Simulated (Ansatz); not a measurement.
**Structure search for Sc₅Al**

Theory: Ansatz, DFT PBE, scalar-relativistic, plane waves, PAW. Settings: cutoff 420 eV, Γ-centred meshes spaced at most about 0.3 Å⁻¹, and about 0.25 Å⁻¹ or finer for metals (2π included), Gaussian smearing. Spin is collinear in cells that carry moments; the others ran without spin or lost their moments.

The zero of energy is the elements' standard structures at the same level; no fitted shifts are applied.

These are static total energies at zero pressure. Larger cells and other orderings weren't all tried, so the list isn't exhaustive. The k mesh leaves some 4 meV/atom of noise in the energy of each metallic cell. Another magnetic order may lie lower.

Invented guesses were relaxed alike, and ends that match in structure, energy and magnetic state were merged. ΔE counts from the first row. Coordination counts all near atoms (those within 1.25 times the shortest distance at each site). The ends were matched against large subsets of the Crystallography Open Database and the Materials Project, so a missing match doesn't prove that a structure is unreported.

```json
{"#": "1", "reached from": "Sc and Al ordered on fcc sites", "type and space group": "P4/mmm (No. 123)", "atoms": "6", "Å³/atom": "23.0", "coordination": "Sc 12, Al 12", "ΔE (meV/atom)": "0", "gap on mesh (eV)": "0.00", "moments": "none", "in databases": "no match"}
{"#": "2", "reached from": "Sc and Al ordered on hcp sites", "type and space group": "P-62m (No. 189)", "atoms": "6", "Å³/atom": "22.9", "coordination": "Sc 12, Al 12", "ΔE (meV/atom)": "24", "gap on mesh (eV)": "0.00", "moments": "none", "in databases": "no match"}
{"#": "3", "reached from": "Sc and Al ordered on hcp sites", "type and space group": "P-6m2 (No. 187)", "atoms": "6", "Å³/atom": "23.5", "coordination": "Sc 12, Al 12", "ΔE (meV/atom)": "78", "gap on mesh (eV)": "0.00", "moments": "parallel, 0.2 μB", "in databases": "no match"}
{"#": "4", "reached from": "Sc and Al ordered on fcc sites", "type and space group": "P-3m1 (No. 164)", "atoms": "6", "Å³/atom": "23.4", "coordination": "Sc 12, Al 12", "ΔE (meV/atom)": "86", "gap on mesh (eV)": "0.00", "moments": "none", "in databases": "no match"}
```

The lowest: Space group P4/mmm (No. 123), tetragonal, a = 3.252 Å, c = 13.047 Å. Sc on a site of symmetry 4mm is surrounded by 4 Al at 2.96 Å, 8 Sc at 3.25–3.28 Å and 1 Sc at 3.74 Å; Sc on a second site of symmetry 4mm is surrounded by 12 Sc at 3.25–3.28 Å; Sc on a site of symmetry 4/mmm has 12 Sc at 3.25–3.26 Å; Al has 8 Sc at 2.96 Å and 4 Al at 3.25 Å. Its energy over the elements is −0.13 eV/atom. It lies below the elements, which doesn't yet make it stable against other compounds or structures. An observed structure of this formula, if there is one, may be missing.

```
CELL_PARAMETERS angstrom
3.25181 0.00000 0.00000
0.00000 3.25181 0.00000
0.00000 0.00000 13.04653
ATOMIC_POSITIONS crystal
Sc 0.00000 0.00000 0.64340
Sc 0.50000 0.50000 0.82238
Sc 0.00000 0.00000 0.00000
Sc 0.50000 0.50000 0.17762
Sc 0.00000 0.00000 0.35660
Al 0.50000 0.50000 0.50000
```

The second: Space group P-62m (No. 189), hexagonal, a = 5.591 Å, c = 5.065 Å. Sc on a site of symmetry m2m is surrounded by 10 Sc at 3.05–3.32 Å and 2 Al at 3.08 Å; Sc on a site of symmetry -6 is surrounded by 9 Sc at 3.18–3.23 Å and 3 Al at 3.23 Å; Al has 12 Sc at 3.08–3.23 Å. Counting all near atoms, the first and the second both have Sc 12, Al 12. Shaken at random and relaxed again, row 1 came back. Cells without such a test can be saddle points.

```
CELL_PARAMETERS angstrom
5.59123 0.00000 0.00000
-2.79562 4.84215 0.00000
0.00000 0.00000 5.06475
ATOMIC_POSITIONS crystal
Sc 0.00000 0.68504 0.00000
Sc 0.68504 0.00000 0.00000
Sc 0.31496 0.31496 0.00000
Sc 0.33333 0.66667 0.50000
Sc 0.66667 0.33333 0.50000
Al 0.00000 0.00000 0.50000
```

Some structure types and database cells were kept out of the candidates from the start, so a known form may be missing.
